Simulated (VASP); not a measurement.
Set up this calculation in VASP 6.6.1, as the native input.

```yaml
Task: relaxation of cell and atoms
Functional: PBE
Potentials_or_basis: VASP PAW PBE potentials, release 64 (Al, Ni)
Cutoff: 600 eV
k_mesh: 14 × 14 × 14
Occupations: methfessel-paxton, width 0.1 eV
Spin: no spin polarisation
Further_INCAR_settings: ALGO = Normal; EDIFF = 1e-06; IBRION = 2; EDIFFG = -0.01; NSW = 90; ISIF = 3
```

The structure of AlNi lies in POSCAR:

```
AlNi
1.0
    2.8810000000      0.0000000000      0.0000000000
    0.0000000000      2.8810000000      0.0000000000
    0.0000000000      0.0000000000      2.8810000000
Al Ni
1 1
Direct
    0.0000000000      0.0000000000      0.0000000000
    0.5000000000      0.5000000000      0.5000000000
```

These files were run (other wordings do the same):

INCAR

```
PREC     = Accurate       # precision mode
ENCUT    = 600            # plane-wave cutoff, eV
EDIFF    = 1E-6           # SCF threshold, eV
ISMEAR   = 1              # smearing method
SIGMA    = 0.1            # smearing width, eV
LREAL    = False          # projectors in reciprocal space
LASPH    = True           # aspherical terms in the spheres
NELM     = 80             # most SCF steps
ALGO     = Normal         # electronic algorithm
ISIF     = 3              # what is computed and relaxed
LWAVE    = False          # write WAVECAR
LCHARG   = False          # write CHGCAR
GGA      = PE             # functional
IBRION   = 2              # ionic algorithm
NSW      = 90             # ionic steps
EDIFFG   = -0.01          # ionic threshold
```

KPOINTS

```
Automatic mesh
0
Gamma
  14 14 14
```

Potentials or basis: VASP PAW PBE potentials, release 64 (Al, Ni).

The run is started by

```sh
$ cat potpaw_PBE.64/Al/POTCAR potpaw_PBE.64/Ni/POTCAR > POTCAR
$ mpirun -np 1 vasp_std > vasp.out
```

Results of the run:

| Item | Value |
| --- | --- |
| Relaxed volume | 12.10 Å³/atom |
| Relaxed cell | a = 2.893 Å, b = 2.893 Å, c = 2.893 Å, α = 90.00°, β = 90.00°, γ = 90.00° |
| Space group after relaxing (to 0.05 Å) | Pm-3m (No. 221) |
| Energy gained by relaxing | 0.9 meV/atom |
| Ionic steps | 3 |
| Pressure after relaxing | 0.1 GPa |
| Band gap on the k mesh | none (metal or under the smearing width) |

Run time: 32 s on 1 thread of Intel(R) Xeon(R) Platinum 8488C (Sapphire Rapids), on a shared host, peak memory 0.17 GiB.
